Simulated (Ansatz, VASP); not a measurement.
Two plane-wave programs on TaN

```xyz
2
Lattice="0.0327 2.1953 2.1953 2.1953 0.0327 2.1953 2.1953 2.1953 0.0327" Properties=species:S:1:pos:R:3 pbc="T T T"
Ta    2.2117    2.2117    2.2117
N     0.0000    0.0000    0.0000
```

Change from the starting cell: equal xy, yz and zx shear strains of +1.5 %, PAW files.

Alike in both runs: task electric field gradients; functional PBE; k mesh 9 × 9 × 9; occupations fermi-dirac, width 0.02 eV; no spin polarisation.

|  | VASP | Ansatz |
| --- | --- | --- |
| version | VASP 6.6.1 | Ansatz 0.2.0 |
| potentials or method | VASP PAW PBE potentials, release 64 (Ta_pv, N) | PAW with Ansatz's default frozen-core files, scalar-relativistic |
| plane-wave cutoff (eV) | 520 | 420 |
| valence electrons in the cell | 16 | 18 |

|  | VASP | Ansatz | Ansatz less VASP |
| --- | --- | --- | --- |
| pressure (GPa) | 15.6 | 14.6 | -0.97 |
| largest component of the traceless stress (GPa) | 0.80 | 0.87 | +0.069 |
| Vzz of the field gradient on the site that differs most (V/Å²) | -2.8 | 1.4 | +4.18 |

The two sets of potentials don't hold the same shells in valence. Ansatz warned: «gradients_without_spin_orbit».

Caveats: so large a pressure means that the cell lies far from this level's equilibrium, or that cutoff or potentials fall short (VASP). Spin-orbit coupling is left out, which matters for the levels of Ta.
